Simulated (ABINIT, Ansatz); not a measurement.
## BeTe (F-43m): G0W0 with ABINIT, start to end

How does a plane-wave GW calculation on BeTe (F-43m) run from the first input to the gap?

Program: ABINIT 10.8.3. Level of theory: PBE and many-body steps on it, plane waves. Results are calculated unless marked as measured.

**What was measured.**

- Gap 2.7 eV: absolute (indirect, Gamma to X) gap; bulk crystal (quoted from earlier experiment) (quoted in “The band structure of BeTe - a combined experimental and theoretical study”, 1997, arxiv:cond-mat/9712266).

- Gap 2.8 eV: absolute (indirect, Gamma to X) gap, second literature value; film (quoted from earlier experiment) (quoted in “The band structure of BeTe - a combined experimental and theoretical study”, 1997, arxiv:cond-mat/9712266).

## (1) Set-up

It takes space group F-43m (No. 216, cubic). Conventional cell: a = 5.663 Å, b = 5.663 Å, c = 5.663 Å, α = 90.00°, β = 90.00°, γ = 90.00°. Nearest to Be lie 4 Te at 2.45 Å. Te has 4 Be at 2.45 Å nearest. Farther neighbours and most contacts between anions are not listed.

The cell and positions are those that the Materials Project relaxed with its own functionals (PBE, PBE+U or r2SCAN), kept fixed. Spin-orbit coupling is left out unless a step names it.

## (2) Ground state

This step: ABINIT 10.8.3; DFT, PBE, plane waves, norm-conserving pseudopotentials.

The ground-state density comes first.

File run.abi:

```
acell 3*1.0 Angstrom
rprim 
  -0.000000000000 2.831458787600 2.831458787600
  2.831458787600 0.000000000000 2.831458787600
  2.831458787600 2.831458787600 0.000000000000
ntypat 2
znucl 4 52
natom 2
typat 1 2
xred 
  0.000000000000 0.000000000000 0.000000000000
  0.750000000000 0.750000000000 0.750000000000
pp_dirpath "pseudos"
pseudos "Be.upf, Te.upf"
ecut 38
ngkpt 6 6 6
nshiftk 1
shiftk 0 0 0
kptopt 1
chksymbreak 0
nband 15
occopt 1
tolvrs 1e-10
nstep 60
prtwf 0
optforces 0
optstress 0
indata_prefix "in"
outdata_prefix "out"
tmpdata_prefix "tmp"
```

Started as:

```bash
$ OMP_NUM_THREADS=1 mpirun -n 8 abinit run.abi > log
```

Numbers of over 12 decimals in the logs are rounded to 6 here.

The log of the run:

```text
.Version 10.8.3 of ABINIT. v10.8.2 released Aug 2026.

 Symmetries : space group F-4 3 m (#216); Bravais cF (face-center cubic)
================================================================================
 Values of the parameters that define the memory need of the present run
     intxc =       0    ionmov =       0      iscf =       7    lmnmax =       6
     lnmax =       6     mgfft =      45  mpssoang =       3    mqgrid =    3001
     natom =       2  nloc_mem =       1    nspden =       1   nspinor =       1
    nsppol =       1      nsym =      24    n1xccc =    2501    ntypat =       2
    occopt =       1   xclevel =       2
-    mband =          15        mffmem =           1         mkmem =           2
       mpw =        3455          nfft =       91125          nkpt =          16
================================================================================
  Rough estimation (10% accuracy) of disk space for files :
================================================================================

--------------------------------------------------------------------------------
------------- Echo of variables that govern the present computation ------------
--------------------------------------------------------------------------------
 -outvars: echo values of preprocessed input variables --------
            acell      1.8897261259E+00  1.8897261259E+00  1.8897261259E+00 Bohr

      chksymbreak           0
             ecut      3.80000000E+01 Hartree
-          fftalg         312

              ixc     -101130
              kpt      0.00000000E+00  0.00000000E+00  0.00000000E+00
                       1.66666667E-01  0.00000000E+00  0.00000000E+00
                       3.33333333E-01  0.00000000E+00  0.00000000E+00
                       5.00000000E-01  0.00000000E+00  0.00000000E+00
                       1.66666667E-01  1.66666667E-01  0.00000000E+00
                       3.33333333E-01  1.66666667E-01  0.00000000E+00
                       5.00000000E-01  1.66666667E-01  0.00000000E+00
                      -3.33333333E-01  1.66666667E-01  0.00000000E+00
                      -1.66666667E-01  1.66666667E-01  0.00000000E+00
   [... 5 further rows ...]
                      -3.33333333E-01  3.33333333E-01  1.66666667E-01
                      -3.33333333E-01  5.00000000E-01  1.66666667E-01
         kptrlatt        6    0    0      0    6    0      0    0    6
          kptrlen      4.54020393E+01
P           mkmem           2
            natom           2
            nband          15
            ngfft          45      45      45
             nkpt          16
            nstep          60
             nsym          24
           ntypat           2
              occ      2.000000  2.000000  2.000000  2.000000  2.000000  2.000000
                       2.000000  2.000000  2.000000  2.000000  0.000000  0.000000
[...]
optforces           0
        optstress           0
            prtwf           0
            rprim     -0.0000000000E+00  2.8314587876E+00  2.8314587876E+00
[...]
spgroup         216

           tolvrs      1.00000000E-10

             xred      0.0000000000E+00  0.0000000000E+00  0.0000000000E+00
[...]
znucl        4.00000   52.00000

================================================================================

 chkinp: Checking input parameters for consistency.

================================================================================
== DATASET  1 ==================================================================
-   mpi_nproc: 8, omp_nthreads: 1 (-1 if OMP is not activated)

--- !DatasetInfo
iteration_state: {dtset: 1, }
dimensions: {natom: 2, nkpt: 16, mband: 15, nsppol: 1, nspinor: 1, nspden: 1, mpw: 3455, }
cutoff_energies: {ecut:  38.0, pawecutdg:  -1.0, }
electrons: {nelect:   2.00000000E+01, charge:   0.00000000E+00, occopt:   1.00000000E+00, tsmear:   1.00000000E-02, }

 Real(R)+Recip(G) space primitive vectors, cartesian coordinates (Bohr,Bohr^-1):
 R(1)=  0.0000000  5.3506816  5.3506816  G(1)= -0.0934460  0.0934460  0.0934460
 R(2)=  5.3506816  0.0000000  5.3506816  G(2)=  0.0934460 -0.0934460  0.0934460
 R(3)=  5.3506816  5.3506816  0.0000000  G(3)=  0.0934460  0.0934460 -0.0934460
 Unit cell volume ucvol=  3.0637783E+02 bohr^3
 Angles (23,13,12)=  6.00000000E+01  6.00000000E+01  6.00000000E+01 degrees

 getcut: wavevector=  0.0000  0.0000  0.0000  ngfft=  45  45  45
         ecut(hartree)=     38.000   => boxcut(ratio)=   2.09542

--- Pseudopotential description ------------------------------------------------
- Be Generated using ONCVPSP code by D. R. Hamann
-  4.00000   4.00000  171031                  znucl, zion, pspdat
12 -101130 1 -1 1358                          pspcod,pspxc,lmax,lloc,mmax
     nproj     2     2     0
  pspatm : epsatm=    3.09777737
         --- l  ekb(1:nproj) -->
[...]
pspatm: atomic psp has been read  and splines computed

- Te Generated using ONCVPSP code by D. R. Hamann
- 52.00000  16.00000  171031                  znucl, zion, pspdat
12 -101130 2 -1 1294                          pspcod,pspxc,lmax,lloc,mmax
     nproj     2     2     2
  pspatm : epsatm=   36.72599971
         --- l  ekb(1:nproj) -->
[...]
2   -5.988876   -1.858037
 pspatm: atomic psp has been read  and splines computed

   7.96475542E+02                                ecore*ucvol(ha*bohr**3)
--------------------------------------------------------------------------------

_setup2: Arith. and geom. avg. npw (full set) are    3424.838    3424.812

================================================================================

--- !BeginCycle
iteration_state: {dtset: 1, }
solver: {iscf: 7, nstep: 60, nline: 4, wfoptalg: 0, }
tolerances: {tolvrs: 1.00E-10, }

     iter   Etot(hartree)      deltaE(h)  residm     vres2
 ETOT  1  -118.80000373286    -1.188E+02 8.130E-02 2.368E+01
 ETOT  2  -118.83971586962    -3.971E-02 2.669E-03 8.931E-01
 ETOT  3  -118.83980227188    -8.640E-05 1.116E-03 6.953E-02
 ETOT  4  -118.83980847560    -6.204E-06 7.516E-04 4.313E-03
 ETOT  5  -118.83980860958    -1.340E-07 1.677E-04 5.025E-04
 ETOT  6  -118.83980862433    -1.475E-08 2.152E-04 1.964E-05
 ETOT  7  -118.83980862530    -9.757E-10 1.035E-04 5.380E-07
 ETOT  8  -118.83980862534    -3.766E-11 1.435E-04 3.658E-08
 ETOT  9  -118.83980862534    -2.601E-12 6.010E-05 9.757E-10
 ETOT 10  -118.83980862534     1.137E-12 8.037E-05 7.762E-12

 At SCF step   10       vres2   =  7.76E-12 < tolvrs=  1.00E-10 =>converged.

--- !ResultsGS
iteration_state: {dtset: 1, }
comment   : Summary of ground state results
lattice_vectors:
- [ -0.0000000,   5.3506816,   5.3506816, ]
- [  5.3506816,   0.0000000,   5.3506816, ]
- [  5.3506816,   5.3506816,   0.0000000, ]
lattice_lengths: [   7.56701,    7.56701,    7.56701, ]
lattice_angles: [ 60.000,  60.000,  60.000, ] # degrees, (23, 13, 12)
lattice_volume:   3.0637783E+02
convergence: {deltae:  1.137E-12, res2:  7.762E-12, residm:  8.037E-05, diffor:  0.000E+00, }
etotal    :  -1.18839809E+02
entropy   :   0.00000000E+00
fermie    :   1.46115151E-01
cartesian_stress_tensor: null
pressure_GPa: null
xred      :
- [  0.0000E+00,   0.0000E+00,   0.0000E+00, Be]
- [  7.5000E-01,   7.5000E-01,   7.5000E-01, Te]
cartesian_forces: null
force_length_stats: {min: null, max: null, mean: null, }

 Integrated electronic density in atomic spheres:
 ------------------------------------------------
 Atom  Sphere_radius  Integrated_density
    1        2.00000          3.00127198
    2        2.00000         11.98140201
================================================================================

 ----iterations are completed or convergence reached----

 Mean square residual over all n,k,spin=   34.510E-08; max=  80.367E-06
 reduced coordinates (array xred) for    2 atoms
       0.000000000000      0.000000000000      0.000000000000
       0.750000000000      0.750000000000      0.750000000000
 rms dE/dt=  0.0000E+00; max dE/dt=  0.0000E+00; dE/dt below (all hartree)
    1       0.000000000000      0.000000000000      0.000000000000
    2       0.000000000000      0.000000000000      0.000000000000

 cartesian coordinates (angstrom) at end:
    1      0.000000     0.000000     0.000000
    2      4.247188     4.247188     4.247188
 length scales=  1.889726125908  1.889726125908  1.889726125908 bohr
              =  1.000000000000  1.000000000000  1.000000000000 angstroms
 prteigrs : about to open file out_EIG
 Fermi (or HOMO) energy (hartree) =   0.14612   Average Vxc (hartree)=  -0.34999
 Eigenvalues (hartree) for nkpt=  16  k points:
 kpt#   1, nband= 15, wtk=  0.00463, kpt=  0.0000  0.0000  0.0000 (reduced coord)
  -3.54287   -1.18620   -1.18620   -1.18620   -1.18581   -1.18581   -0.30187    0.14612
   0.14612    0.14612    0.28053    0.28053    0.28053    0.28269    0.45658
 prteigrs : prtvol=0 or 1, do not print more k-points.

--- !EnergyTerms
iteration_state     : {dtset: 1, }
comment             : Components of total free energy in Hartree
kinetic             :  6.55628438533196E+01
hartree             :  3.03096091465812E+01
xc                  : -2.70571577544668E+01
Ewald energy        : -6.30634738610019E+01
psp_core            :  2.59965138045043E+00
local_psp           : -8.88888938828786E+01
non_local_psp       : -3.83023875073446E+01
total_energy        : -1.18839808625341E+02
total_energy_eV     : -3.23379593390261E+03
band_energy         : -1.91967356984565E+01

== END DATASET(S) ==============================================================
================================================================================

 -outvars: echo values of variables after computation  --------
           etotal     -1.1883980863E+02
            nband          15
             nkpt          16
          spgroup         216
 [... the other variables as echoed above ...]

 Calculation completed.
```

Elapsed: 5.4 s, on 8 MPI ranks of Arm Neoverse V2, shared host; peak memory 0.61 GiB.

This step gave:

* total energy: -3233.7959 eV
* gap: 2.028 eV
* k of the valence top: 0, 0, 0
* k of the conduction bottom: 0.5, 0.5, 0
* least direct gap: 3.657 eV

The gap is indirect, with the least direct gap 1.63 eV higher.

(Part 1 of 3 ends here.)

[Paths, hosts, dates, memory and timing lines, banners, echoed tables and standing remarks are left out of the program output.]

[Logs are printed without paths, hosts, clocks, repeated set-up lines and the standing remarks that a program may print on its own settings, such as how far it seeks lower states.]

[Runs of the session that timed out or met a known fault of the program may be left out.]

[Hosts, paths, dates, database ids (printed as entryN), source tags and the programs' standing remarks are cut or masked in the printed files.]

[G0W0 gaps are taken among the corrected bands and points alone; a level outside them can change the order at an edge.]

[Where Ansatz stands beside ABINIT at settings called matched, ABINIT's density can come from a denser mesh and the files from another edition; pairs whose starting gaps differed by over 0.03 eV were left out, so agreement reads better than it is.]
